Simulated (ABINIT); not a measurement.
# Pb (P-1) in ABINIT: single point with PBEsol

Aim: the single point of Pb with PBEsol.

Everything below comes from runs of ABINIT 10.8.3 (patched build). Logs are shortened: lines on timing, memory, paths and dates and some standing lists are left out, and cuts for length are marked. The log counts tension as positive stress, the text compression.

## Step 1: The cell of the first run

The typed cell holds 2 atoms: a = 3.497 Å, b = 3.566 Å, c = 6.009 Å, α = 73.84°, β = 72.74°, γ = 58.41°.

## Step 2: Single point, PBEsol (cell strained at random)

Input file run.abi:

```
# Pseudopotentials
pp_dirpath "./"
pseudos "Pb.GGA_PBE-JTH_sp.xml"

# Structure
acell 3*1.0
rprim
    -0.1075575418    -4.6203728158    -4.7241905896
    -4.7854196058    -0.0875094374    -4.7442386941
     4.6721097376     4.5672072610    -9.2876599724
ntypat 1
znucl 82
natom 2
typat 1 1
xred
     0.4997207600     0.5037208100     0.5116626300
     0.0002792400     0.9962791900     0.9883373700
chkprim 0
chksymtnons 0
tolsym 1.0e-6

# Plane-wave basis
ecut 11.0
pawecutdg 22.0
pawxcdev 0

# k points
kptopt 1
ngkpt 7 7 4
nshiftk 1
shiftk 0.0 0.0 0.0

# Exchange and correlation
ixc -116133

# Bands and occupations
nband 8
occopt 3
tsmear 0.05 eV

# SCF cycle
nstep 100
tolvrs 1.0e-9

# Output
iomode 3
prtwf 0
prtden 0
prteig 0
prtebands 0
```

Potentials or basis: JTH PAW PBE v2.0 sp.

Started as:

```console
$ abinit run.abi > log 2>&1
```

run.abo:

```text
.Version 10.8.3 of ABINIT
 Symmetries : space group P-1 (#  2); Bravais aP (primitive triclinic)
================================================================================
 Values of the parameters that define the memory need of the present run
     intxc =       0    ionmov =       0      iscf =      17    lmnmax =      13
     lnmax =       5     mgfft =      36  mpssoang =       3    mqgrid =    3001
     natom =       2  nloc_mem =       2    nspden =       1   nspinor =       1
    nsppol =       1      nsym =       2    n1xccc =       1    ntypat =       1
    occopt =       3   xclevel =       2
       mpw =         723          nfft =       17280          nkpt =          99
 PAW method is used; the additional fine FFT grid is defined by:
   mgfftf=        48    nfftf =     43200
================================================================================
================================================================================

--------------------------------------------------------------------------------
------------- Echo of variables that govern the present computation ------------
--------------------------------------------------------------------------------
 -outvars: echo values of preprocessed input variables --------
            acell      1.0000000000E+00  1.0000000000E+00  1.0000000000E+00 Bohr
              amu      2.07200000E+02
          chkprim           0
      chksymtnons           0
             ecut      1.10000000E+01 Hartree
                       outvar_i_n : Printing only first  50 k-points.
              ixc     -116133
                       outvar_i_n : Printing only first  50 k-points.
         kptrlatt        7    0    0      0    7    0      0    0    4
          kptrlen      4.54222182E+01
            natom           2
            nband           8
            ngfft          20      24      36
          ngfftdg          30      30      48
             nkpt          99
            nstep         100
             nsym           2
           ntypat           1
                       prtocc : prtvol=0, do not print more k-points.
           occopt           3
        pawecutdg      2.20000000E+01 Hartree
         pawxcdev           0
           prtden           0
        prtebands           0
           prteig           0
            prtwf           0
            rprim     -1.0755754180E-01 -4.6203728158E+00 -4.7241905896E+00
                      -4.7854196058E+00 -8.7509437400E-02 -4.7442386941E+00
                       4.6721097376E+00  4.5672072610E+00 -9.2876599724E+00
          spgroup           2
           tolsym      1.00000000E-06
           tolvrs      1.00000000E-09
           tsmear      1.83746611E-03 Hartree
            typat      1  1
           useylm           1
                       outvars : Printing only first  50 k-points.
           xangst     -3.9011060680E-02 -8.5235953218E-03 -5.0286103724E+00
                      -7.9388939263E-02  2.3418565937E+00 -7.3593981192E+00
            xcart     -7.3720220566E-02 -1.6107260766E-02 -9.5026963977E+00
                      -1.5002335263E-01  4.4254675883E+00 -1.3907246897E+01
             xred      4.9972076000E-01  5.0372081000E-01  5.1166263000E-01
                       2.7924000000E-04  9.9627919000E-01  9.8833737000E-01
            znucl       82.00000

================================================================================

 chkinp: Checking input parameters for consistency.

================================================================================
== DATASET  1 ==================================================================

--- !DatasetInfo
iteration_state: {dtset: 1, }
dimensions: {natom: 2, nkpt: 99, mband: 8, nsppol: 1, nspinor: 1, nspden: 1, mpw: 723, }
cutoff_energies: {ecut:  11.0, pawecutdg:  22.0, }
electrons: {nelect:   8.00000000E+00, charge:   0.00000000E+00, occopt:   3.00000000E+00, tsmear:   1.83746611E-03, }
meta: {optdriver: 0, ionmov: 0, optcell: 0, iscf: 17, paral_kgb: 0, }
...

 Real(R)+Recip(G) space primitive vectors, cartesian coordinates (Bohr,Bohr^-1):
 R(1)= -0.1075575 -4.6203728 -4.7241906  G(1)=  0.0552799 -0.1637961 -0.0527385
 R(2)= -4.7854196 -0.0875094 -4.7442387  G(2)= -0.1585778  0.0567313 -0.0518741
 R(3)=  4.6721097  4.5672073 -9.2876600  G(3)=  0.0528850  0.0543363 -0.0543463
 Unit cell volume ucvol=  4.0666990E+02 bohr^3
 Angles (23,13,12)=  7.38350754E+01  7.27362275E+01  5.84084523E+01 degrees

 Coarse grid specifications (used for wave-functions):

 getcut: wavevector=  0.0000  0.0000  0.0000  ngfft=  20  24  36
         ecut(hartree)=     11.000   => boxcut(ratio)=   2.02851

 Fine grid specifications (used for densities):

 getcut: wavevector=  0.0000  0.0000  0.0000  ngfft=  30  30  48
         ecut(hartree)=     22.000   => boxcut(ratio)=   2.00216

--- Pseudopotential description ------------------------------------------------
- pspini: atom type   1  psp file is ./Pb.GGA_PBE-JTH_sp.xml
 Pseudopotential format is: paw10
 basis_size (lnmax)=  5 (lmn_size= 13), orbitals=   0   0   1   1   2
 Spheres core radius: rc_sph= 2.91365156
 Shapefunction is SIN type: shapef(r)=[sin(pi*r/rshp)/(pi*r/rshp)]**2
 Radius for shape functions =  2.21205640
 Compensation charge density is not taken into account in XC energy/potential

   6.53570925E+02                                ecore*ucvol(ha*bohr**3)
--------------------------------------------------------------------------------

================================================================================

--- !BeginCycle
iteration_state: {dtset: 1, }
solver: {iscf: 17, nstep: 100, nline: 4, wfoptalg: 10, }
tolerances: {tolvrs: 1.00E-09, }
...

     iter   Etot(hartree)      deltaE(h)  residm     nres2
 ETOT  1  -7.3715077710688    -7.372E+00 9.803E-02 1.162E-01
 ETOT  2  -7.4322272486752    -6.072E-02 2.279E-03 1.392E-02
 ETOT  3  -7.4318891634478     3.381E-04 9.870E-04 4.478E-03
 ETOT  4  -7.4318281583226     6.101E-05 7.442E-04 4.702E-05
 ETOT  5  -7.4318217673991     6.391E-06 1.804E-04 3.544E-06
 ETOT  6  -7.4318214987687     2.686E-07 5.798E-05 7.789E-08
 ETOT  7  -7.4318214927258     6.043E-09 1.456E-05 2.979E-08
 ETOT  8  -7.4318214924423     2.834E-10 7.529E-06 9.778E-09
 ETOT  9  -7.4318214921980     2.444E-10 3.941E-06 7.396E-11

 At SCF step    9       nres2   =  7.40E-11 < tolvrs=  1.00E-09 =>converged.

 Cartesian components of stress tensor (hartree/bohr^3)
  sigma(1 1)= -4.06216358E-05  sigma(3 2)=  2.85457664E-05
  sigma(2 2)= -2.00877614E-05  sigma(3 1)=  1.83520029E-05
  sigma(3 3)= -2.74412508E-05  sigma(2 1)=  1.94474320E-05

--- !ResultsGS
iteration_state: {dtset: 1, }
comment   : Summary of ground state results
lattice_vectors:
- [ -0.1075575,  -4.6203728,  -4.7241906, ]
- [ -4.7854196,  -0.0875094,  -4.7442387, ]
- [  4.6721097,   4.5672073,  -9.2876600, ]
lattice_lengths: [   6.60889,    6.73912,   11.35555, ]
lattice_angles: [ 73.835,  72.736,  58.408, ] # degrees, (23, 13, 12)
lattice_volume:   4.0666990E+02
convergence: {deltae:  2.444E-10, res2:  7.396E-11, residm:  3.941E-06, diffor: null, }
etotal    :  -7.43182149E+00
entropy   :   0.00000000E+00
fermie    :   1.32940267E-02
cartesian_stress_tensor: # hartree/bohr^3
- [ -4.06216358E-05,   1.94474320E-05,   1.83520029E-05, ]
- [  1.94474320E-05,  -2.00877614E-05,   2.85457664E-05, ]
- [  1.83520029E-05,   2.85457664E-05,  -2.74412508E-05, ]
pressure_GPa:   8.6449E-01
xred      :
- [  4.9972E-01,   5.0372E-01,   5.1166E-01, Pb]
- [  2.7924E-04,   9.9628E-01,   9.8834E-01, Pb]
cartesian_forces: # hartree/bohr
- [ -2.97517581E-03,  -3.70584059E-03,   4.42860664E-03, ]
- [  2.97517581E-03,   3.70584059E-03,  -4.42860664E-03, ]
force_length_stats: {min:   6.49595892E-03, max:   6.49595892E-03, mean:   6.49595892E-03, }
...

 Integrated electronic density in atomic spheres:
 ------------------------------------------------
 Atom  Sphere_radius  Integrated_density
    1        2.91365          2.69044664
    2        2.91365          2.69044664

================================================================================

 ----iterations are completed or convergence reached----

 Mean square residual over all n,k,spin=   10.666E-09; max=  39.414E-07
 reduced coordinates (array xred) for    2 atoms
       0.499720760000      0.503720810000      0.511662630000
       0.000279240000      0.996279190000      0.988337370000
 rms dE/dt=  4.1759E-02; max dE/dt=  7.1957E-02; dE/dt below (all hartree)
    1       0.003479214060      0.006448606296      0.071957082519
    2      -0.003479214060     -0.006448606296     -0.071957082519

 cartesian coordinates (angstrom) at end:
    1     -0.03901106068005    -0.00852359532183    -5.02861037236503
    2     -0.07938893926308     2.34185659371166    -7.35939811923815

 cartesian forces (hartree/bohr) at end:
    1     -0.00297517580795    -0.00370584059373     0.00442860663609
    2      0.00297517580795     0.00370584059373    -0.00442860663609
 frms,max,avg= 3.7504436E-03 4.4286066E-03   0.000E+00  0.000E+00  0.000E+00 h/b

 cartesian forces (eV/Angstrom) at end:
    1     -0.15298969125427    -0.19056198519632     0.22772810942166
    2      0.15298969125427     0.19056198519632    -0.22772810942166
 frms,max,avg= 1.9285557E-01 2.2772811E-01   0.000E+00  0.000E+00  0.000E+00 e/A
 length scales=  1.000000000000  1.000000000000  1.000000000000 bohr
              =  0.529177210544  0.529177210544  0.529177210544 angstroms
 Fermi (or HOMO) energy (hartree) =   0.01329   Average Vxc (hartree)=  -0.36514
 Eigenvalues (hartree) for nkpt=  99  k points:
 kpt#   1, nband=  8, wtk=  0.00510, kpt=  0.0000  0.0000  0.0000 (reduced coord)
  -0.42806   -0.29077   -0.14776    0.20439    0.22282    0.26432    0.29210    0.29604
      occupation numbers for kpt#   1
   2.00000    2.00000    2.00000    0.00000    0.00000    0.00000    0.00000    0.00000
 prteigrs : prtvol=0 or 1, do not print more k-points.

--- !EnergyTerms
iteration_state     : {dtset: 1, }
comment             : Components of total free energy in Hartree
kinetic             :  2.47249096544313E+00
hartree             :  1.00435877862848E-01
xc                  : -8.15172695081785E+00
Ewald energy        : -7.84327411023207E+00
psp_core            :  1.60712885650534E+00
local_psp           : -4.14963032283431E-01
PAW spherical_terms :  4.79840346862082E+00
internal            : -7.43150492490121E+00
'-kT*entropy'       : -3.23777422170788E-04
total_energy        : -7.43182870232338E+00
total_energy_eV     : -2.02230361332889E+02
...

--- !EnergyTermsDC
iteration_state     : {dtset: 1, }
comment             : '"Double-counting" decomposition of free energy'
band_energy         : -1.46325918502537E+00
Ewald energy        : -7.84327411023207E+00
psp_core            :  1.60712885650534E+00
xc_dc               : -3.99489450342405E+00
PAW spherical_terms :  4.26280122740033E+00
internal            : -7.43149771477583E+00
'-kT*entropy'       : -3.23777422170788E-04
total_energy_dc     : -7.43182149219800E+00
total_energy_dc_eV  : -2.02230165135383E+02
...

--- !EnergyTermsWithPAWCore
iteration_state     : {dtset: 1, }
comment             : 'Components of total free energy, including PAW core contributions'
Total energy        : -4.17530626193727E+04
Total energy DC     : -4.17530626121626E+04
Total energy (eV)   : -1.13615871388838E+06
Total energy DC (eV): -1.13615871369218E+06
...

 Cartesian components of stress tensor (hartree/bohr^3)
  sigma(1 1)= -4.06216358E-05  sigma(3 2)=  2.85457664E-05
  sigma(2 2)= -2.00877614E-05  sigma(3 1)=  1.83520029E-05
  sigma(3 3)= -2.74412508E-05  sigma(2 1)=  1.94474320E-05

-Cartesian components of stress tensor (GPa)         [Pressure=  8.6449E-01 GPa]
- sigma(1 1)= -1.19512979E+00  sigma(3 2)=  8.39845442E-01
- sigma(2 2)= -5.91002344E-01  sigma(3 1)=  5.39934566E-01
- sigma(3 3)= -8.07349473E-01  sigma(2 1)=  5.72163205E-01

== END DATASET(S) ==============================================================
================================================================================

 -outvars: echo values of variables after computation  --------
            acell      1.0000000000E+00  1.0000000000E+00  1.0000000000E+00 Bohr
           etotal     -7.4318214922E+00
            fcart     -2.9751758080E-03 -3.7058405937E-03  4.4286066361E-03
                       2.9751758080E-03  3.7058405937E-03 -4.4286066361E-03
            rprim     -1.0755754180E-01 -4.6203728158E+00 -4.7241905896E+00
                      -4.7854196058E+00 -8.7509437400E-02 -4.7442386941E+00
                       4.6721097376E+00  4.5672072610E+00 -9.2876599724E+00
           strten     -4.0621635809E-05 -2.0087761375E-05 -2.7441250818E-05
                       2.8545766370E-05  1.8352002880E-05  1.9447432043E-05
           xangst     -3.9011060680E-02 -8.5235953218E-03 -5.0286103724E+00
                      -7.9388939263E-02  2.3418565937E+00 -7.3593981192E+00
             xred      4.9972076000E-01  5.0372081000E-01  5.1166263000E-01
                       2.7924000000E-04  9.9627919000E-01  9.8833737000E-01
 Calculation completed.
```

It took 16 s on 1 thread of Arm Neoverse V2, shared host; peak memory 0.11 GiB.

What came out:

* Free energy: -202.2302 eV
* Pressure: 0.9 GPa
* Largest force: 0.334 eV/Å
* Band gap on the k mesh: none (metal or under the smearing width)
* Valence electrons inside the program's atomic spheres: Pb 2.69 (radii [1.5418] Å)

Forces on the atoms (eV/Å):
```
Pb  -0.153 -0.191  0.228
Pb   0.153  0.191 -0.228
```

Caveat: the PAW data sets were made with another functional, which shifts forces and pressure a little; this set keeps more shells in the core, which shifts pressures and gaps. Spin-orbit coupling is left out, which matters for the levels of Pb.
